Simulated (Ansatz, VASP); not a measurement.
# Two plane-wave programs on Au

```xyz
1
Lattice="-1.7236 1.7236 1.7899 1.7236 -1.7236 1.7899 1.7236 1.7236 -1.7899" Properties=species:S:1:pos:R:3 pbc="T T T"
Au    0.0000    0.0000    0.0000
```

Change from the starting cell: strain +0.040 along x and y, +0.080 along z, atoms carried along.

Alike in both runs: task single point; functional PBEsol; k mesh 20 × 20 × 20; occupations gaussian, width 0.15 eV; no spin polarisation.

|  | VASP | Ansatz |
| --- | --- | --- |
| version | VASP 6.6.1 | Ansatz 0.2.0 |
| potentials or method | VASP PAW PBE potentials, release 64 (Au) | scalar-relativistic, plane waves, PAW |
| plane-wave cutoff (eV) | 520 | 420 |
| valence electrons in the cell | 11 | 19 |

|  | VASP | Ansatz | Ansatz less VASP |
| --- | --- | --- | --- |
| gap on the k mesh at the Fermi level (eV) | none | none | - |
| pressure (GPa) | -19.7 | -19.7 | +0.06 |
| largest component of the traceless stress (GPa) | 0.18 | 0.18 | 0.000 |

A gap of «none» marks a metal or a gap that the smearing closes. The two sets of potentials don't hold the same shells in valence.

Caveats: so large a pressure means that the cell lies far from this level's equilibrium, or that cutoff or potentials fall short (VASP); the potentials were made for another functional, which shifts forces and pressure (VASP). The runs have no spin-orbit coupling, so splittings on Au are missing.
